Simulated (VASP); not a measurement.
# KF (Pm-3m) in VASP: single point with LDA

Aim: the single point of KF with LDA.

All numbers are computed with VASP 6.6.1; they aren't measurements. Logs are shortened: lines on timing, memory, paths and dates and some standing lists are left out, and cuts for length are marked.

**1. Starting point**

Symmetry: Pm-3m, No. 221, cubic system. The conventional cell has a = 3.259 Å, b = 3.259 Å, c = 3.259 Å, α = 90.00°, β = 90.00°, γ = 90.00°. K (site symmetry m-3m) has 8 F at 2.82 Å as nearest neighbours. Around F (site symmetry m-3m) lie 8 K at 2.82 Å.

The cell comes from a database or a generator and needn't be the stable form of this composition.

**2. Single point, LDA**

File INCAR:

```
SYSTEM = KF
PREC = Accurate
ENCUT = 520
EDIFF = 1E-6
ISMEAR = 0
SIGMA = 0.1
LREAL = .False.
LASPH = .True.
NELM = 60
ALGO = Fast
ISIF = 2
LWAVE = .False.
LCHARG = .True.
GGA = CA
LELF = .True.
LVHAR = .True.
NBANDS = 15
```

File KPOINTS:

```
Automatic mesh
0
Gamma
  6 6 6
  0 0 0
```

File POSCAR:

```
KF
1.0
    3.2589550000      0.0000000000      0.0000000000
    0.0000000000      3.2589550000      0.0000000000
    0.0000000000      0.0000000000      3.2589550000
K F
1 1
Direct
    0.0000000000      0.0000000000      0.0000000000
    0.5000000000      0.5000000000      0.5000000000
```

Potentials or basis: VASP PAW LDA potentials, release 64 (K_sv, F).

The run is started by

```
$ cat potpaw_LDA.64/K_sv/POTCAR potpaw_LDA.64/F/POTCAR > POTCAR
$ mpirun -np 1 vasp_std > vasp.out
```

OUTCAR:

```text
SYSTEM = KF
   PREC = Accurate
   ENCUT = 520
   EDIFF = 1E-6
   ISMEAR = 0
   LREAL = .False.
   LASPH = .True.
   NELM = 60
   ISIF = 2
   GGA = CA

 ion  position               nearest neighbor table
   1  0.000  0.000  0.000-   2 2.82   2 2.82   2 2.82   2 2.82   2 2.82   2 2.82   2 2.82   2 2.82

   2  0.500  0.500  0.500-   1 2.82   1 2.82   1 2.82   1 2.82   1 2.82   1 2.82   1 2.82   1 2.82

  LATTYP: Found a simple cubic cell.
 ALAT       =     3.2589550000

  Lattice vectors:

 A1 = (   3.2589550000,   0.0000000000,   0.0000000000)
 A2 = (   0.0000000000,   3.2589550000,   0.0000000000)
 A3 = (   0.0000000000,   0.0000000000,   3.2589550000)

Analysis of symmetry for initial positions (statically):
=====================================================================
 Subroutine PRICEL returns:
 Original cell was already a primitive cell.

 Routine SETGRP: Setting up the symmetry group for a
 simple cubic supercell.

 Subroutine GETGRP returns: Found 48 space group operations
 (whereof 48 operations were pure point group operations)
 out of a pool of 48 trial point group operations.

The static configuration has the point symmetry O_h .

Analysis of symmetry for dynamics (positions and initial velocities):
=====================================================================
 Subroutine PRICEL returns:
 Original cell was already a primitive cell.

 Routine SETGRP: Setting up the symmetry group for a
 simple cubic supercell.

 Subroutine GETGRP returns: Found 48 space group operations
 (whereof 48 operations were pure point group operations)
 out of a pool of 48 trial point group operations.

The dynamic configuration has the point symmetry O_h .

 Subroutine INISYM returns: Found 48 space group operations
 (whereof 48 operations are pure point group operations),
 and found     1 'primitive' translations

----------------------------------------------------------------------------------------

                                     Primitive cell

  volume of cell :      34.6127

  direct lattice vectors                    reciprocal lattice vectors
     3.258955000  0.000000000  0.000000000     0.306846827  0.000000000  0.000000000
     0.000000000  3.258955000  0.000000000     0.000000000  0.306846827  0.000000000
     0.000000000  0.000000000  3.258955000     0.000000000  0.000000000  0.306846827

  length of vectors
     3.258955000  3.258955000  3.258955000     0.306846827  0.306846827  0.306846827

  position of ions in fractional coordinates (direct lattice)
     0.000000000  0.000000000  0.000000000
     0.500000000  0.500000000  0.500000000

  ion indices of the primitive-cell ions
   primitive index   ion index
                 1           1
                 2           2

----------------------------------------------------------------------------------------

 KPOINTS: Automatic mesh

Automatic generation of k-mesh.
 Grid dimensions read from file:
 generate k-points for:    6    6    6

 Generating k-lattice:

  Cartesian coordinates                     Fractional coordinates (reciprocal lattice)
     0.051141138  0.000000000  0.000000000     0.166666667  0.000000000  0.000000000
     0.000000000  0.051141138  0.000000000     0.000000000  0.166666667  0.000000000
     0.000000000  0.000000000  0.051141138     0.000000000  0.000000000  0.166666667

  Length of vectors
     0.051141138  0.051141138  0.051141138

  Shift w.r.t. Gamma in fractional coordinates (k-lattice)
     0.000000000  0.000000000  0.000000000

 Subroutine IBZKPT returns following result:
 ===========================================

 Found     20 irreducible k-points:

 Following reciprocal coordinates:
            Coordinates               Weight
  0.000000  0.000000  0.000000      1.000000
  0.166667  0.000000  0.000000      6.000000
  0.333333  0.000000  0.000000      6.000000
  0.500000  0.000000  0.000000      3.000000
  0.166667  0.166667  0.000000     12.000000
  0.333333  0.166667  0.000000     24.000000
[... 12 lines left out ...]
  0.500000  0.500000  0.333333      6.000000
  0.500000  0.500000  0.500000      1.000000
   k-points           NKPTS =     20   k-points in BZ     NKDIM =     20   number of bands    NBANDS=     15
   number of dos      NEDOS =    301   number of ions     NIONS =      2
   total plane-waves  NPLWV =  13824
   dimension x,y,z NGX =    24 NGY =   24 NGZ =   24
   dimension x,y,z NGXF=    48 NGYF=   48 NGZF=   48
   ions per type =               1   1
   NGX,Y,Z   is equivalent  to a cutoff of  12.24, 12.24, 12.24 a.u.
   NGXF,Y,Z  is equivalent  to a cutoff of  24.49, 24.49, 24.49 a.u.
 SYSTEM =  KF
   PREC   = accura    normal or accurate (medium, high low for compatibility)
   ISTART =      0    job   : 0-new  1-cont  2-samecut
   ICHARG =      2    charge: 1-file 2-atom 10-const
   ISPIN  =      1    spin polarized calculation?
   LNONCOLLINEAR =      F non collinear calculations
   LSORBIT =      F    spin-orbit coupling
   LASPH  =      T    aspherical Exc in radial PAW
   ENCUT  =  520.0 eV  38.22 Ry    6.18 a.u.   6.06  6.06  6.06*2*pi/ulx,y,z
   NELM   =     60;   NELMIN=  2; NELMDL= -5     # of ELM steps
   EDIFF  = 0.1E-05   stopping-criterion for ELM
   LREAL  =      F    real-space projection
   EDIFFG = 0.1E-04   stopping-criterion for IOM
   NSW    =      0    number of steps for IOM
   IBRION =     -1    ionic relax: 0-MD 1-quasi-New 2-CG
   NFREE  =      0    steps in history (QN), initial steepest desc. (CG)
   ISIF   =      2    stress and relaxation
   ISYM   =      2    0-nonsym 1-usesym 2-fastsym
   POTIM  = 0.5000    time-step for ionic-motion
   TEBEG  =    0.0;   TEEND  =   0.0 temperature during run
   PSTRESS=    0.0 pullay stress
   NELECT =      16.0000    total number of electrons
   NUPDOWN=      -1.0000    fix difference up-down
   EMIN   =  10.00;   EMAX   =-10.00  energy-range for DOS
   EFERMI =   0.00;   METHOD = LEGACY
   ISMEAR =     0;   SIGMA  =   0.10  broadening in eV -4-tet -1-fermi 0-gaus
   EFERMI_NEDOS =   21; number of points for ismear=-14 and -15
   IALGO  =     68    algorithm
   IMIX   =      4    mixing-type and parameters
     AMIX     =   0.40;   BMIX     =  1.00
     AMIX_MAG =   1.60;   BMIX_MAG =  1.00
  volume/ion in A,a.u.               =      17.31       116.79
  Fermi-wavevector in a.u.,A,eV,Ry     =   1.265814  2.392041 21.800402  1.602284
  Thomas-Fermi vector in A             =   2.399047
   LORBIT       =      0    0 simple, 1 ext, 2 COOP (PROOUT), +10 PAW based schemes
   GGA     = CA    functional components
   LHFCALC =     F    Hartree Fock is set to
   AEXX    =    0.0000 exact exchange contribution
   IVDW    =     0    specifies the selected vdW correction
   LEPSILON=     F    determine dielectric tensor
   LRPA    =     F    only Hartree local field effects (RPA)
 non-spin polarized calculation
 RMM-DIIS sequential band-by-band and
 Gauss-broadening in eV      SIGMA  =   0.10
  energy-cutoff  :      520.00
  volume of cell :       34.61
 maximum number of plane-waves:       952
   NGX = 13   NGY = 13   NGZ = 13

 number of electron      15.9999992 magnetization

 Free energy of the ion-electron system (eV)
  ---------------------------------------------------
  ext. energy  EPLUGINS =         0.00000000
  ---------------------------------------------------
  free energy    TOTEN  =        -8.86864321 eV

  energy without entropy =       -8.86864321  energy(sigma->0) =       -8.86864321

 E-fermi :  -2.0084     XC(G=0):  -9.7259

 val. band max:       -2.4611283044   @ k =   0.5000   0.5000   0.0000
 cond. band min:       3.4496792326   @ k =   0.0000   0.0000   0.0000
 fundamental gap:      5.9108075370
 Fermi energy:        -2.0083549076

 k-point     1 :       0.0000    0.0000    0.0000
  band No.  band energies     occupation
      1     -28.9718      2.00000
      2     -20.9276      2.00000
      3     -12.2176      2.00000
      4     -12.2176      2.00000
      5     -12.2176      2.00000
      6      -2.5122      2.00000
      7      -2.5122      2.00000
      8      -2.5122      2.00000
      9       3.4497      0.00000
     10       5.6143      0.00000
     11       5.6143      0.00000
     12      11.3847      0.00000
     13      11.3847      0.00000
     14      11.3847      0.00000
     15      18.0386      0.00000

 k-point     2 :       0.1667    0.0000    0.0000
  band No.  band energies     occupation
      1     -28.9384      2.00000
      2     -20.9355      2.00000
      3     -12.4077      2.00000
      4     -12.1883      2.00000
      5     -12.1883      2.00000
      6      -2.8716      2.00000
      7      -2.5404      2.00000
      8      -2.5404      2.00000
      9       4.1720      0.00000
     10       5.8318      0.00000
     11       6.2269      0.00000
     12      10.9188      0.00000
     13      10.9188      0.00000
     14      11.4709      0.00000
     15      16.4560      0.00000

 k-point     3 :       0.3333    0.0000    0.0000
  band No.  band energies     occupation
      1     -28.8704      2.00000
      2     -20.9536      2.00000
      3     -12.7614      2.00000
      4     -12.1287      2.00000
      5     -12.1287      2.00000
      6      -3.4772      2.00000
      7      -2.5997      2.00000
      8      -2.5997      2.00000
      9       5.6996      0.00000
     10       6.3452      0.00000
     11       7.5082      0.00000
     12      10.1872      0.00000
     13      10.1872      0.00000
     14      11.6523      0.00000
     15      14.8420      0.00000

 k-point     4 :       0.5000    0.0000    0.0000
  band No.  band energies     occupation
      1     -28.8357      2.00000
      2     -20.9644      2.00000
      3     -12.9265      2.00000
      4     -12.0984      2.00000
      5     -12.0984      2.00000
      6      -3.7423      2.00000
      7      -2.6308      2.00000
      8      -2.6308      2.00000
      9       6.6323      0.00000
     10       6.6605      0.00000
     11       8.0834      0.00000
     12       9.8859      0.00000
     13       9.8859      0.00000
     14      11.7479      0.00000
     15      13.8744      0.00000
[... 235 lines left out ...]
 k-point    18 :       0.5000    0.3333    0.3333
  band No.  band energies     occupation
      1     -28.6737      2.00000
      2     -20.7951      2.00000
      3     -12.9128      2.00000
      4     -12.7081      2.00000
      5     -12.6526      2.00000
      6      -3.3695      2.00000
      7      -3.3206      2.00000
      8      -3.1110      2.00000
      9       7.2561      0.00000
     10       8.0468      0.00000
     11       8.3516      0.00000
     12       9.5696      0.00000
     13       9.7135      0.00000
     14      12.0454      0.00000
     15      13.9292      0.00000

 k-point    19 :       0.5000    0.5000    0.3333
  band No.  band energies     occupation
      1     -28.6469      2.00000
      2     -20.7707      2.00000
      3     -12.8803      2.00000
      4     -12.8803      2.00000
      5     -12.6321      2.00000
      6      -3.4237      2.00000
      7      -3.4237      2.00000
      8      -3.2985      2.00000
      9       7.3064      0.00000
     10       8.0670      0.00000
     11       8.0670      0.00000
     12       9.6188      0.00000
     13      12.2227      0.00000
     14      12.2227      0.00000
     15      13.1297      0.00000

 k-point    20 :       0.5000    0.5000    0.5000
  band No.  band energies     occupation
      1     -28.6207      2.00000
      2     -20.7490      2.00000
      3     -12.8248      2.00000
      4     -12.8248      2.00000
      5     -12.8248      2.00000
      6      -3.5396      2.00000
      7      -3.5396      2.00000
      8      -3.5396      2.00000
      9       7.8134      0.00000
     10       7.8134      0.00000
     11       7.8134      0.00000
     12      12.3307      0.00000
     13      12.3307      0.00000
     14      12.3307      0.00000
     15      13.1721      0.00000

------------------------ aborting loop because EDIFF is reached ----------------------------------------

  FORCE on cell =-STRESS in cart. coord.  units (eV):
  Direction    XX          YY          ZZ          XY          YZ          ZX
  --------------------------------------------------------------------------------------
  -------------------------------------------------------------------------------------
  Total       -1.2276372     -1.2276372     -1.2276372     -0.0000000      0.0000000     -0.0000000
  in kB      -56.8257947    -56.8257947    -56.8257947     -0.0000000      0.0000000     -0.0000000
  external PRESSURE =     -56.8257947 kB  Pullay stress =       0.0000000 kB

 VOLUME and BASIS-vectors are now :
 -----------------------------------------------------------------------------
  energy-cutoff  :      520.00
  volume of cell :       34.61
      direct lattice vectors                 reciprocal lattice vectors
     3.258955000  0.000000000  0.000000000     0.306846827  0.000000000  0.000000000
     0.000000000  3.258955000  0.000000000     0.000000000  0.306846827  0.000000000
     0.000000000  0.000000000  3.258955000     0.000000000  0.000000000  0.306846827

 POSITION                                       TOTAL-FORCE (eV/Angst)
 -----------------------------------------------------------------------------------
      0.00000      0.00000      0.00000         0.000000      0.000000      0.000000
      1.62948      1.62948      1.62948         0.000000      0.000000      0.000000
 -----------------------------------------------------------------------------------
    total drift:                                0.000000      0.000000     -0.000000

  FREE ENERGIE OF THE ION-ELECTRON SYSTEM (eV)
  ---------------------------------------------------
  free  energy   TOTEN  =        -8.8686432052 eV

  energy  without entropy=       -8.8686432052  energy(sigma->0) =       -8.86864321
```

It took 6 s on 1 thread of Intel Xeon Platinum 8375C at 2.90GHz (Ice Lake), shared host; peak memory 0.13 GiB.

Results:

```yaml
Free_energy: -8.8686 eV
Pressure: -5.7 GPa
Band_gap_on_the_k_mesh: 5.91 eV, indirect (least direct gap 5.96 eV)
```

Levels at points of the mesh, in eV from the valence-band top:
```csv
k point,band 4,band 5,band 6,band 7,band 8,band 9,band 10,band 11,band 12,band 13
"(0.00, 0.00, 0.00)",-9.76,-9.76,-0.05,-0.05,-0.05,5.91,8.08,8.08,13.85,13.85
"(0.50, 0.00, 0.00)",-9.64,-9.64,-1.28,-0.17,-0.17,9.09,9.12,10.54,12.35,12.35
"(0.50, 0.50, 0.00)",-10.58,-9.55,-0.63,-0.63,0.00,8.25,8.73,11.78,11.78,13.86
"(0.50, 0.50, 0.50)",-10.36,-10.36,-1.08,-1.08,-1.08,10.27,10.27,10.27,14.79,14.79
```
